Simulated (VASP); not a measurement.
# MnF2 (P4_2/mnm) in VASP: further runs, part 2 of 2

VASP 6.6.1.

### 3 Relaxation of cell and atoms, PBE, collinear spin, ferromagnetic start

This run uses another cell than the first one, of 13.62 Å³/atom, 1.039 times its volume.

File INCAR:

```
SYSTEM = MnF2
PREC = Accurate
ENCUT = 600
EDIFF = 1E-7
ISMEAR = 0
SIGMA = 0.03
LREAL = .False.
LASPH = .True.
NELM = 150
ALGO = Normal
ISIF = 3
LWAVE = .False.
LCHARG = .False.
ISPIN = 2
MAGMOM = 5 5 0 0 0 0
LORBIT = 11
LMAXMIX = 4
GGA = PE
IBRION = 2
NSW = 90
EDIFFG = -0.005
AMIX = 0.2
BMIX = 1E-4
AMIX_MAG = 0.8
BMIX_MAG = 1E-4
KPAR = 2
```

File KPOINTS:

```
regular mesh
0
Gamma
  6 6 8
  0 0 0
```

File POSCAR:

```
MnF2                                    
1.0
    4.9478497515      0.0000000000      0.0000000000
    0.0000000000      4.9478497515      0.0000000000
    0.0000000000      0.0000000000      3.3391550734
  Mn              F             
     2     4
Direct
     0.0000000000000000    0.0000000000000000    0.0000000000000000
     0.5000000000000000    0.5000000000000000    0.5000000000000000
     0.3052835541540705    0.3052835541540705    0.0000000000000000
     0.1947164458459295    0.8052835541540706    0.5000000000000000
     0.6947164458459294    0.6947164458459294    0.0000000000000000
     0.8052835541540706    0.1947164458459295    0.5000000000000000
```

Potentials or basis: VASP PAW PBE potentials, release 64 (Mn_pv, F).

Run with:

```
> cat potpaw_PBE.64/Mn_pv/POTCAR potpaw_PBE.64/F/POTCAR > POTCAR
> mpirun -np 2 vasp_std > vasp.out
```

OUTCAR:

```text
SYSTEM = MnF2
   PREC = Accurate
   ENCUT = 600
   EDIFF = 1E-7
   ISMEAR = 0
   LREAL = .False.
   LASPH = .True.
   NELM = 150
   ISIF = 3
   ISPIN = 2
   LORBIT = 11
   GGA = PE
   IBRION = 2
   NSW = 90
   EDIFFG = -0.005
   AMIX = 0.2
   AMIX_MAG = 0.8

 ion  position               nearest neighbor table
   1  0.000  0.000  0.000-   3 2.14   5 2.14   4 2.15   6 2.15   4 2.15   6 2.15
   2  0.500  0.500  0.500-   4 2.14   6 2.14   5 2.15   3 2.15   3 2.15   5 2.15
   3  0.305  0.305  0.000-   1 2.14   2 2.15   2 2.15
   4  0.195  0.805  0.500-   2 2.14   1 2.15   1 2.15
   5  0.695  0.695  0.000-   1 2.14   2 2.15   2 2.15
   6  0.805  0.195  0.500-   2 2.14   1 2.15   1 2.15

  LATTYP: Found a simple tetragonal cell.
 ALAT       =     4.9478497515
 C/A-ratio  =     0.6748699417

  Lattice vectors:

 A1 = (   4.9478497515,   0.0000000000,   0.0000000000)
 A2 = (   0.0000000000,   4.9478497515,   0.0000000000)
 A3 = (   0.0000000000,   0.0000000000,   3.3391550734)

[... 387 lines left out ...]
      4     -47.1496      1.00000
      5     -47.1430      1.00000
      6     -47.1415      1.00000
[... 949 lines left out ...]
     36      11.4644      0.00000
     37      12.7662      0.00000

 [... further k-points ...]

 spin component 2

 k-point     1 :       0.0000    0.0000    0.0000
  band No.  band energies     occupation
      1     -42.2336      1.00000
      2     -42.2336      1.00000
      3     -42.1703      1.00000
      4     -42.1703      1.00000
      5     -42.1591      1.00000
      6     -42.1569      1.00000
[... 984 lines left out ...]
  FREE ENERGIE OF THE ION-ELECTRON SYSTEM (eV)
  ---------------------------------------------------
  free  energy   TOTEN  =       -39.3481148028 eV

  energy  without entropy=      -39.3481148028  energy(sigma->0) =      -39.34811480

 reached required accuracy - stopping structural energy minimisation

 total charge

# of ion       s       p       d       tot
------------------------------------------
    1        0.157   6.134   4.933  11.225
    2        0.157   6.134   4.933  11.225
    3        1.730   4.361   0.000   6.091
    4        1.730   4.361   0.000   6.091
    5        1.730   4.361   0.000   6.091
    6        1.730   4.361   0.000   6.091
--------------------------------------------------
tot          7.234  29.714   9.867  46.814

 magnetization (x)

# of ion       s       p       d       tot
------------------------------------------
    1        0.024   0.020   4.551   4.596
    2        0.024   0.020   4.551   4.596
    3        0.008   0.078   0.000   0.086
    4        0.008   0.078   0.000   0.086
    5        0.008   0.078   0.000   0.086
    6        0.008   0.078   0.000   0.086
--------------------------------------------------
tot          0.081   0.352   9.103   9.535
```

OSZICAR:

```text
N       E                     dE             d eps       ncg     rms          rms(c)
DAV:   1     0.733794755547E+03    0.73379E+03   -0.33103E+04  7464   0.182E+03
[... 38 lines left out ...]
   4 F= -.39348109E+02 E0= -.39348109E+02  d E =-.216548E-04  mag=    10.0000
       N       E                     dE             d eps       ncg     rms          rms(c)
DAV:   1    -0.393481127590E+02   -0.37037E-05   -0.26392E-03  7410   0.311E-01    0.190E-02
DAV:   2    -0.393481175351E+02   -0.47761E-05   -0.67008E-05  7893   0.491E-02    0.134E-02
DAV:   3    -0.393481158485E+02    0.16865E-05   -0.76066E-07  8682   0.744E-03    0.879E-03
DAV:   4    -0.393481148044E+02    0.10441E-05   -0.14854E-06  8529   0.101E-02    0.293E-03
DAV:   5    -0.393481148028E+02    0.16280E-08   -0.28708E-07  6570   0.341E-03
   5 F= -.39348115E+02 E0= -.39348115E+02  d E =-.576359E-05  mag=    10.0000
```

Run time: 8.1 min. Hardware: 2 MPI ranks of AMD EPYC 7R13 (Zen 3), shared host; peak memory 0.39 GiB.

What came out:

* Free energy: -39.3481 eV
* Relaxed volume: 13.61 Å³/atom
* Relaxed cell: a = 4.946 Å, b = 4.946 Å, c = 3.339 Å, α = 90.00°, β = 90.00°, γ = 90.00°
* Space group after relaxing (to 0.05 Å): P4_2/mnm (No. 136)
* Energy gained by relaxing: 0.0 meV/atom
* Ionic steps: 5
* Pressure after relaxing: 0.0 GPa
* Largest force after relaxing: 0.003 eV/Å
* Band gap on the k mesh: 1.20 eV, direct
* Net moment: 10.00 μB per cell
* Site moments: Mn +4.60; F +0.09 μB
* Valence electrons inside the program's atomic spheres: Mn 11.22; F 6.09

Forces in eV/Å, atoms in the order of the input:
```
Mn   0.000  0.000  0.000
Mn   0.000  0.000  0.000
F   -0.002 -0.002  0.000
F    0.002 -0.002  0.000
F    0.002  0.002  0.000
F   -0.002  0.002  0.000
```

Final structure:
```
Mn F
1.0
     4.94600    0.00000    0.00000
     0.00000    4.94600    0.00000
     0.00000    0.00000    3.33861
Mn F
2 4
Direct
  0.00000 0.00000 0.00000
  0.50000 0.50000 0.50000
  0.30520 0.30520 0.00000
  0.19480 0.80520 0.50000
  0.69480 0.69480 0.00000
  0.80520 0.19480 0.50000
```

Levels at points of the mesh, in eV from the valence-band top:
Spin up:
```tsv
k point	band 29	band 30	band 31	band 32	band 33	band 34	band 35	band 36
(0.00, 0.00, 0.00)	-1.48	-0.51	-0.51	0.00	1.20	6.57	6.57	7.60
(0.50, 0.00, 0.00)	-0.78	-0.78	-0.63	-0.63	3.50	3.50	7.83	7.83
(0.50, 0.50, 0.00)	-1.08	-1.08	-0.52	-0.52	4.88	4.88	5.65	5.65
(0.00, 0.00, 0.50)	-1.16	-1.16	-0.96	-0.96	5.72	5.72	9.48	9.48
(0.50, 0.00, 0.50)	-1.58	-1.58	-0.29	-0.29	6.81	6.81	6.91	6.91
(0.50, 0.50, 0.50)	-1.19	-1.19	-0.79	-0.79	6.65	6.65	8.03	8.03
```
Spin down:
```csv
k point,band 18,band 19,band 20,band 21,band 22,band 23,band 24,band 25,band 26,band 27
"(0.00, 0.00, 0.00)",-5.57,-4.75,-4.37,-4.37,-4.08,1.87,1.90,2.28,2.36,2.36
"(0.50, 0.00, 0.00)",-5.32,-5.11,-5.11,-4.39,-4.39,2.06,2.06,2.47,2.47,2.48
"(0.50, 0.50, 0.00)",-5.15,-4.80,-4.80,-4.70,-4.70,1.94,1.94,2.37,2.37,2.50
"(0.00, 0.00, 0.50)",-5.39,-4.93,-4.93,-4.74,-4.74,2.28,2.28,2.36,2.36,2.44
"(0.50, 0.00, 0.50)",-5.60,-4.80,-4.80,-4.56,-4.56,2.03,2.03,2.42,2.42,2.60
"(0.50, 0.50, 0.50)",-5.37,-4.54,-4.54,-4.47,-4.47,2.26,2.26,2.35,2.35,2.50
```

Caveat: only a ferromagnetic start was run, and an antiferromagnetic order may lie lower in energy. A k mesh can miss the band edges.
